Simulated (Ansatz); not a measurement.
# BP: the cost of one run

Program: Ansatz 0.2.0. Level of theory: DFT PBE, scalar-relativistic, plane waves, PAW. These are calculated values, not measurements.

1 further run of the same task is left out (set aside as unsound or not needed).

### 1 Starting point

The structure is cubic, space group P4_132 (No. 213). The conventional cell has a = 5.321 Å, b = 5.321 Å, c = 5.321 Å, α = 90.00°, β = 90.00°, γ = 90.00°. Around B (site symmetry 32) lie 3 P at 1.88 Å. P (site symmetry 32) is surrounded by 3 B at 1.88 Å.

As a file:

```xyz
8
Lattice="5.3214 0.0000 0.0000 0.0000 5.3214 0.0000 0.0000 0.0000 5.3214" Properties=species:S:1:pos:R:3 pbc="T T T"
B     4.6562    4.6562    4.6562
B     3.3259    0.6652    1.9955
B     0.6652    1.9955    3.3259
B     1.9955    3.3259    0.6652
P     1.9955    1.9955    1.9955
P     0.6652    3.3259    4.6562
P     3.3259    4.6562    0.6652
P     4.6562    0.6652    3.3259
```

The cell was relaxed beforehand at this level, from a generated guess; it needn't be the stable form of this composition. At a tolerance of 0.05 Å it has space group P4_132 (No. 213); it has 18.84 Å³/atom, an uncorrected energy of +0.64 eV/atom over the elements.

### 2 Static run: bands, density of states and charges

Input file input.yaml:

```yaml
crystal:
  lattice:
    - [5.3214213084, 0.0, 0.0]
    - [0.0, 5.3214213084, 0.0]
    - [0.0, 0.0, 5.3214213084]
  atoms:
    - { symbol: B, position: [0.875, 0.875, 0.875] }
    - { symbol: B, position: [0.625, 0.125, 0.375] }
    - { symbol: B, position: [0.125, 0.375, 0.625] }
    - { symbol: B, position: [0.375, 0.625, 0.125] }
    - { symbol: P, position: [0.375, 0.375, 0.375] }
    - { symbol: P, position: [0.125, 0.625, 0.875] }
    - { symbol: P, position: [0.625, 0.875, 0.125] }
    - { symbol: P, position: [0.875, 0.125, 0.625] }
basis:
  ecutwfc: 420
kpoints:
  mp_grid: { grid: [8, 8, 8] }
  band_path:
    path:
      - [[0.0, 0.0, 0.0], [0.0, 0.5, 0.0], [0.5, 0.5, 0.0], [0.0, 0.0, 0.0], [0.5, 0.5, 0.5], [0.0, 0.5, 0.0]]
      - [[0.5, 0.5, 0.5], [0.5, 0.5, 0.0]]
    npoints: 14
hamiltonian:
  xc: pbe
scf:
  occupations: { method: gaussian, width: 0.1 }
  n_extra_bands: 20
output:
  forces: true
  stress: true
  eigenvalues: true
  populations: true
  dos: { projected: true, de: 0.02, nscf_kmesh: { grid: [10, 10, 10] } }
  bader: true
  write_density: true
  write_potential: true
  elf: true
  volumetric_format: npy
```

Command:

```bash
> ansatz run input.yaml --threads 1 --pin off --max-ram 2048MiB --backend cpu --events-out ev --progress --plain --runs-dir out
```

What time and memory should one allow on 1 thread of Arm Neoverse V1, shared host?

About 3.5 min, with a peak of 0.51 GiB.
